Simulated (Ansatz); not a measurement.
# SnSe: rattled cells

The task, for SnSe: see what random moves of the atoms cost.

The COD entry's cell or inner coordinates are ideal or old and differ from later refinements, so a difference from it is no clean test against experiment.

Program: Ansatz 0.2.0. Level of theory: DFT r2SCAN, scalar-relativistic, plane waves, PAW. These are calculated values, not measurements.

**1. The system as given**

Symmetry: Pnma, No. 62, orthorhombic system. Conventional cell: a = 11.679 Å, b = 4.126 Å, c = 4.693 Å, α = 90.00°, β = 90.00°, γ = 90.00°. Sn (site symmetry m) has 3 Se at 2.76 to 2.77 Å as nearest neighbours. Around Se (site symmetry m) lie 3 Sn at 2.76 to 2.77 Å.

Coordinates:

```
Sn Se
1.0
    11.67937    0.00000    0.00000
     0.00000    4.12631    0.00000
     0.00000    0.00000    4.69273
Sn Se
4 4
Direct
  0.12007 0.25000 0.12405
  0.87993 0.75000 0.87595
  0.37993 0.75000 0.62405
  0.62007 0.25000 0.37595
  0.85213 0.25000 0.48813
  0.14787 0.75000 0.51187
  0.64787 0.75000 0.98813
  0.35213 0.25000 0.01187
```

This cell was relaxed beforehand with the same method: volume 28.27 Å³/atom, gap on the mesh 1.02 eV.

**2. Zero of the scan**

Input file input.yaml:

```yaml
crystal:
  lattice:
    - [11.6793687583, 0.0, 0.0]
    - [0.0, 4.1263079581, 0.0]
    - [0.0, 0.0, 4.692727253]
  atoms:
    - { symbol: Sn, position: [0.1200716529, 0.25, 0.1240516484] }
    - { symbol: Sn, position: [0.8799283471, 0.75, 0.8759483516] }
    - { symbol: Sn, position: [0.3799283471, 0.75, 0.6240516484] }
    - { symbol: Sn, position: [0.6200716529, 0.25, 0.3759483516] }
    - { symbol: Se, position: [0.8521266793, 0.25, 0.4881347762] }
    - { symbol: Se, position: [0.1478733207, 0.75, 0.5118652238] }
    - { symbol: Se, position: [0.6478733207, 0.75, 0.9881347762] }
    - { symbol: Se, position: [0.3521266793, 0.25, 0.0118652238] }
basis:
  ecutwfc: 500
kpoints:
  mp_grid: { grid: [4, 8, 6] }
hamiltonian:
  xc: r2scan
scf:
  occupations: { method: gaussian, width: 0.05 }
output:
  forces: true
  stress: true
  eigenvalues: true
```

Started as:

```sh
$ ansatz run input.yaml --threads 2 --pin off --max-ram 5120MiB --backend cpu --events-out ev --progress --plain --runs-dir out
```

The log of the run (excerpt; [...] marks lines left out):

```text
Warning: RAYON_NUM_THREADS=2 ignored (pool sized by the plan → 2); use --threads N
[...]
Pseudopotentials: kind: paw
Pseudopotential: Sn, paw, valence charge 14, recommended cutoff 500 eV (meta_gga), Sn.paw.azcp
Pseudopotential: Se, paw, valence charge 16, recommended cutoff 500 eV (meta_gga), Se.paw.azcp
Functional definition: r2SCAN
[...]
Crystal: 8 atoms, lattice volume = 226.155 Å³
Basis set: ecut = 500 eV, 5789 PW (Γ), exchange–correlation on 360×128×144 points (64 copies of the dense FFT grid, shifted against one another)
Bands: 72, of which v1, the nominal top of the filled ones, is band 60 counted from 1 (59 counted from 0)
Symmetry: 8 space group operations
Space group: Pnma (ITA 62), of the structure as read, at distance tolerance 6.1e-5 Å
k-points: 60 of 192
[...]
SCF iter   1: F=—  HF=-46070.679555 eV  |F-HF|=—  |Δ(HF+E_count)|=         —  Δρ=5.14e-3  dr2=6.38e-2  dr2_τ=1.50e-2  ethr=1.77e-3  ⟨swp⟩=6.9  Hψ=16523  notcnv=0  defer=13
[...]
SCF iter   7: F=-46070.711786 eV  HF=-46070.711786 eV  |F-HF|=2.28e-8  |Δ(HF+E_count)|=   6.15e-7  Δρ=3.78e-6  dr2=2.92e-8  dr2_τ=1.05e-9  ethr=8.33e-11  ⟨swp⟩=9.8  Hψ=19354  notcnv=0
[...]
SCF converged after 7 iterations
Free energy (F): -46070.711786 eV
[...]
E sigma→0 (E₀):  -46070.711786 eV
Fermi energy:    8.495763 eV
[...]
--- Forces (eV/Å), atoms counted from 1 ---
  atom   1  Sn     0.00145702     0.00000000     0.00120842
  atom   2  Sn    -0.00145702     0.00000000    -0.00120842
  atom   3  Sn    -0.00145702     0.00000000     0.00120842
  atom   4  Sn     0.00145702     0.00000000    -0.00120842
  atom   5  Se    -0.00181156     0.00000000     0.00029830
  atom   6  Se     0.00181156     0.00000000    -0.00029830
  atom   7  Se     0.00181156     0.00000000     0.00029830
  atom   8  Se    -0.00181156     0.00000000    -0.00029830
[...]
--- Stress (GPa, compression-positive) ---
       -0.006015       0.000000       0.000000
        0.000000      -0.012191       0.000000
        0.000000       0.000000       0.004903
  P = ⅓ Tr σ = -0.0044 GPa (-0.044 kbar)
--- Band table (eV; the first three rows and the last of 60) ---
[...]
```

It took 37 s on 2 threads of Oxide Virtual Turin-like (Zen 5), shared host; peak memory 1.5 GiB.

Reference values: F = -46070.7118 eV; pressure 0.00 GPa; largest force 0.002 eV/Å; gap on the mesh 1.06 eV.

**3. The scan: rattled cells**

All atoms are moved at random with no net shift, in some cells together with a random strain.

**4. Point rms move = 0.236 Å**

Input file input.yaml:

```yaml
crystal:
  lattice:
    - [11.6793687583, 0.0, 0.0]
    - [0.0, 4.1263079581, 0.0]
    - [0.0, 0.0, 4.692727253]
  atoms:
    - { symbol: Sn, position: [0.1059925652, 0.2426031975, 0.1431901107] }
    - { symbol: Sn, position: [0.8734577839, 0.6984311887, 0.8483467393] }
    - { symbol: Sn, position: [0.3793101194, 0.7656406473, 0.5819361975] }
    - { symbol: Sn, position: [0.6145895225, 0.2401588898, 0.3591666396] }
    - { symbol: Se, position: [0.8706829539, 0.2184612649, 0.5060971295] }
    - { symbol: Se, position: [0.1504504977, 0.7805287867, 0.524809962] }
    - { symbol: Se, position: [0.6680154898, 0.7318394614, 1.0091707003] }
    - { symbol: Se, position: [0.3375010675, 0.3223365638, 0.0272825211] }
basis:
  ecutwfc: 500
kpoints:
  mp_grid: { grid: [4, 8, 6] }
hamiltonian:
  xc: r2scan
scf:
  occupations: { method: gaussian, width: 0.05 }
output:
  forces: true
  stress: true
  eigenvalues: true
```

Started as:

```sh
$ ansatz run input.yaml --threads 2 --pin off --max-ram 5120MiB --backend cpu --events-out ev --progress --plain --runs-dir out
```

The log of the run (excerpt; [...] marks lines left out):

```text
Warning: RAYON_NUM_THREADS=2 ignored (pool sized by the plan → 2); use --threads N
[...]
Pseudopotentials: kind: paw
Pseudopotential: Sn, paw, valence charge 14, recommended cutoff 500 eV (meta_gga), Sn.paw.azcp
Pseudopotential: Se, paw, valence charge 16, recommended cutoff 500 eV (meta_gga), Se.paw.azcp
Functional definition: r2SCAN
[...]
Crystal: 8 atoms, lattice volume = 226.155 Å³
Basis set: ecut = 500 eV, 5789 PW (Γ), exchange–correlation on 360×128×144 points (64 copies of the dense FFT grid, shifted against one another)
Bands: 72, of which v1, the nominal top of the filled ones, is band 60 counted from 1 (59 counted from 0)
Symmetry: 1 space group operations
Space group: P1 (ITA 1), of the structure as read, at distance tolerance 6.1e-5 Å
k-points: 100 of 192 (time reversal used)
[...]
SCF converged after 8 iterations
Free energy (F): -46069.826199 eV
[...]
E sigma→0 (E₀):  -46069.826199 eV
Fermi energy:    8.561786 eV
[...]
--- Forces (eV/Å), atoms counted from 1 ---
  atom   1  Sn    -0.06503450     0.37905858    -0.30905471
  atom   2  Sn     2.20187568     0.51811920     1.17879111
  atom   3  Sn    -0.41043280    -0.01015710     0.54074435
  atom   4  Sn     0.44663036    -0.11323135     0.30313933
  atom   5  Se    -1.03871656    -0.37957416    -1.24431463
  atom   6  Se     0.03636147    -0.27263120     0.19036873
  atom   7  Se    -1.94338074     0.17544229    -0.20670406
  atom   8  Se     0.77267317    -0.29703753    -0.45295301
[...]
--- Stress (GPa, compression-positive) ---
        2.325938      -0.323446      -0.531439
       -0.323446       1.780975      -0.438439
       -0.531438      -0.438439       0.983057
  P = ⅓ Tr σ = 1.6967 GPa (16.967 kbar)
--- Band table (eV; the first three rows and the last of 100) ---
[...]
```

Wall time 1.8 min (2 threads of Oxide Virtual Turin-like (Zen 5), shared host); peak memory 1.8 GiB.

**5. Point rms move = 0.237 Å**

Input file input.yaml:

```yaml
crystal:
  lattice:
    - [12.3850283158, 0.2440848966, -0.3693063604]
    - [0.0862349218, 4.1362872576, -0.0001258756]
    - [-0.1483859323, -0.0001431546, 4.5500390523]
  atoms:
    - { symbol: Sn, position: [0.1230591912, 0.2566243188, 0.0775346643] }
    - { symbol: Sn, position: [0.8749756262, 0.8031389199, 0.8751330095] }
    - { symbol: Sn, position: [0.380776487, 0.6995413384, 0.6568399636] }
    - { symbol: Sn, position: [0.6237244496, 0.2689156026, 0.3454490735] }
    - { symbol: Se, position: [0.8695878928, 0.2419715378, 0.4931455724] }
    - { symbol: Se, position: [0.1438402128, 0.7945069941, 0.5146943379] }
    - { symbol: Se, position: [0.6511651826, 0.6783587158, 0.9867842852] }
    - { symbol: Se, position: [0.3328709578, 0.2569425727, 0.0504190937] }
basis:
  ecutwfc: 500
kpoints:
  mp_grid: { grid: [4, 8, 6] }
hamiltonian:
  xc: r2scan
scf:
  occupations: { method: gaussian, width: 0.05 }
output:
  forces: true
  stress: true
  eigenvalues: true
```

Started as:

```sh
$ ansatz run input.yaml --threads 2 --pin off --max-ram 5120MiB --backend cpu --events-out ev --progress --plain --runs-dir out
```

The log of the run (excerpt; [...] marks lines left out):

```text
Warning: RAYON_NUM_THREADS=2 ignored (pool sized by the plan → 2); use --threads N
[...]
Pseudopotentials: kind: paw
Pseudopotential: Sn, paw, valence charge 14, recommended cutoff 500 eV (meta_gga), Sn.paw.azcp
Pseudopotential: Se, paw, valence charge 16, recommended cutoff 500 eV (meta_gga), Se.paw.azcp
Functional definition: r2SCAN
[...]
Crystal: 8 atoms, lattice volume = 232.767 Å³
Basis set: ecut = 500 eV, 5925 PW (Γ), exchange–correlation on 384×128×144 points (64 copies of the dense FFT grid, shifted against one another)
Bands: 72, of which v1, the nominal top of the filled ones, is band 60 counted from 1 (59 counted from 0)
Symmetry: 1 space group operations
Space group: P1 (ITA 1), of the structure as read, at distance tolerance 6.2e-5 Å
k-points: 100 of 192 (time reversal used)
[...]
SCF converged after 8 iterations
Free energy (F): -46069.579134 eV
[...]
E sigma→0 (E₀):  -46069.579134 eV
Fermi energy:    8.198753 eV
[...]
--- Forces (eV/Å), atoms counted from 1 ---
  atom   1  Sn    -0.74825967     0.17354060     0.29641237
  atom   2  Sn     0.33104148    -1.07122669     0.88149997
  atom   3  Sn    -0.82533491     0.46397441    -0.20682336
  atom   4  Sn     0.15935699    -1.68698075     1.72545352
  atom   5  Se    -0.88232524     0.78293055    -0.87534766
  atom   6  Se     0.68051189    -0.33367917    -0.11142533
  atom   7  Se     0.20975010     2.02311816    -1.74982012
  atom   8  Se     1.07527197    -0.35165026     0.04006051
[...]
--- Stress (GPa, compression-positive) ---
       -1.523865       0.050038      -0.041380
        0.050038       2.449804      -3.779381
       -0.041379      -3.779381       2.371158
  P = ⅓ Tr σ = 1.0990 GPa (10.990 kbar)
--- Band table (eV; the first three rows and the last of 100) ---
[...]
```

Wall time 95 s (2 threads of Oxide Virtual Turin-like (Zen 5), shared host); peak memory 1.9 GiB.

**6. Point rms move = 0.128 Å**

Input file input.yaml:

```yaml
crystal:
  lattice:
    - [12.2810706256, -0.1790723565, 0.0461385475]
    - [-0.0632660638, 3.9500417207, 0.0241233335]
    - [0.0185382981, 0.0274347493, 4.7728992876]
  atoms:
    - { symbol: Sn, position: [0.1272367716, 0.2654930525, 0.110234942] }
    - { symbol: Sn, position: [0.8823638734, 0.7014629555, 0.8661925458] }
    - { symbol: Sn, position: [0.3791241525, 0.7547529012, 0.6193742186] }
    - { symbol: Sn, position: [0.6188460596, 0.2527153155, 0.3742863927] }
    - { symbol: Se, position: [0.8609724769, 0.2332046754, 0.5247301286] }
    - { symbol: Se, position: [0.1437611076, 0.7578781191, 0.5119583286] }
    - { symbol: Se, position: [0.6391899687, 0.7655151491, 0.9807216096] }
    - { symbol: Se, position: [0.3485055897, 0.2689778316, 0.0125018341] }
basis:
  ecutwfc: 500
kpoints:
  mp_grid: { grid: [4, 8, 6] }
hamiltonian:
  xc: r2scan
scf:
  occupations: { method: gaussian, width: 0.05 }
output:
  forces: true
  stress: true
  eigenvalues: true
```

Started as:

```sh
$ ansatz run input.yaml --threads 2 --pin off --max-ram 5120MiB --backend cpu --events-out ev --progress --plain --runs-dir out
```

The log of the run (excerpt; [...] marks lines left out):

```text
Warning: RAYON_NUM_THREADS=2 ignored (pool sized by the plan → 2); use --threads N
[...]
Pseudopotentials: kind: paw
Pseudopotential: Sn, paw, valence charge 14, recommended cutoff 500 eV (meta_gga), Sn.paw.azcp
Pseudopotential: Se, paw, valence charge 16, recommended cutoff 500 eV (meta_gga), Se.paw.azcp
Functional definition: r2SCAN
[...]
Crystal: 8 atoms, lattice volume = 231.471 Å³
Basis set: ecut = 500 eV, 5863 PW (Γ), exchange–correlation on 360×120×144 points (64 copies of the dense FFT grid, shifted against one another)
Bands: 72, of which v1, the nominal top of the filled ones, is band 60 counted from 1 (59 counted from 0)
Symmetry: 1 space group operations
Space group: P1 (ITA 1), of the structure as read, at distance tolerance 6.1e-5 Å
k-points: 100 of 192 (time reversal used)
[...]
SCF converged after 8 iterations
Free energy (F): -46070.124312 eV
[...]
E sigma→0 (E₀):  -46070.124312 eV
Fermi energy:    8.222042 eV
[...]
--- Forces (eV/Å), atoms counted from 1 ---
  atom   1  Sn    -0.18862162    -0.07757326     0.20176484
  atom   2  Sn     0.01440285     0.86331145     1.44561268
  atom   3  Sn    -0.45802632     0.26056652     0.08238002
  atom   4  Sn     0.31505019     0.01440527    -0.20233613
  atom   5  Se    -0.77914637    -0.63569572    -1.67674145
  atom   6  Se     0.59015849     0.01072955    -0.09958561
  atom   7  Se     0.41432501    -0.20377166     0.26697568
  atom   8  Se     0.09185296    -0.23198219    -0.01807898
[...]
--- Stress (GPa, compression-positive) ---
       -3.291542       0.889745      -0.069824
        0.889745       2.955332       0.266686
       -0.069823       0.266686       1.118582
  P = ⅓ Tr σ = 0.2608 GPa (2.608 kbar)
--- Band table (eV; the first three rows and the last of 100) ---
[...]
```

Wall time 1.7 min (2 threads of Oxide Virtual Turin-like (Zen 5), shared host); peak memory 1.8 GiB.

**7. rms move = 0.164 Å**

Input file input.yaml:

```yaml
crystal:
  lattice:
    - [11.6793687583, 0.0, 0.0]
    - [0.0, 4.1263079581, 0.0]
    - [0.0, 0.0, 4.692727253]
  atoms:
    - { symbol: Sn, position: [0.1303925125, 0.2626738309, 0.0908035201] }
    - { symbol: Sn, position: [0.8828408748, 0.7680606903, 0.8730706836] }
    - { symbol: Sn, position: [0.3710932346, 0.7455770393, 0.6038693916] }
    - { symbol: Sn, position: [0.6255439045, 0.2192425488, 0.3598828242] }
    - { symbol: Se, position: [0.841902334, 0.2595162626, 0.4817387341] }
    - { symbol: Se, position: [0.133563171, 0.7295783072, 0.5385539757] }
    - { symbol: Se, position: [0.6585507744, 0.7472879928, 1.0095349615] }
    - { symbol: Se, position: [0.3561131941, 0.2680633281, 0.0425459091] }
basis:
  ecutwfc: 500
kpoints:
  mp_grid: { grid: [4, 8, 6] }
hamiltonian:
  xc: r2scan
scf:
  occupations: { method: gaussian, width: 0.05 }
output:
  forces: true
  stress: true
  eigenvalues: true
```

Started as:

```sh
$ ansatz run input.yaml --threads 2 --pin off --max-ram 5120MiB --backend cpu --events-out ev --progress --plain --runs-dir out
```

The log of the run (excerpt; [...] marks lines left out):

```text
[...]
SCF converged after 8 iterations
Free energy (F): -46070.294421 eV
[...]
E sigma→0 (E₀):  -46070.294421 eV
Fermi energy:    8.439881 eV
[...]
--- Forces (eV/Å), atoms counted from 1 ---
  atom   1  Sn    -0.42715964    -0.05887885     0.41152832
  atom   2  Sn     0.19629811    -0.07593582    -0.17159654
  atom   3  Sn    -0.15952002     0.04397862     0.32781331
  atom   4  Sn    -0.93901636     0.56120821     0.84397155
  atom   5  Se     0.98987473     0.00378868     0.38806115
  atom   6  Se     0.48385152     0.19533769    -0.45231062
  atom   7  Se    -0.35636519    -0.47964294    -0.90154027
  atom   8  Se     0.21205300    -0.18986053    -0.44590069
[...]
--- Stress (GPa, compression-positive) ---
        2.787164      -0.372819      -0.110128
       -0.372818       0.427335       0.518677
       -0.110128       0.518677      -0.630237
  P = ⅓ Tr σ = 0.8614 GPa (8.614 kbar)
--- Band table (eV; the first three rows and the last of 100) ---
[...]
```

Run time: 1.8 min. Hardware: 2 threads of Oxide Virtual Turin-like (Zen 5), shared host; peak memory 1.8 GiB.

**8. Results of the scan**

Collected from the runs (energy zero: the undisturbed cell):

```csv
rms move (Å),ΔE (meV/atom),largest force (eV/Å),shortest distance (Å),pressure (GPa),gap on the mesh (eV)
0.000,0.0,0.00,2.76,0.0,1.06
0.128,73.4,1.96,2.49,0.3,0.34
0.164,52.2,1.38,2.58,0.9,0.86
0.236,110.7,2.55,2.52,1.7,0.54
0.237,141.6,2.68,2.40,1.1,0.69
```

**9. Results**

| quantity | value |
| --- | --- |
| costliest cell | 141.6 meV/atom at an rms move of 0.237 Å |

What this shows: The cost runs from 52.2 to 141.6 meV/atom. Energy over the square of the rms move lies between 1.9 and 4.5 eV/Å² per atom; a harmonic solid under isotropic random moves would keep it roughly constant, while strain and close contacts change it. The gap on the mesh stays between 0.34 and 1.06 eV. Layers here are held mostly by dispersion, which this level lacks, so their spacing and the stiffness across them are unreliable there.

Spin-orbit coupling is left out, though the cell holds Sn; it can move the gap.
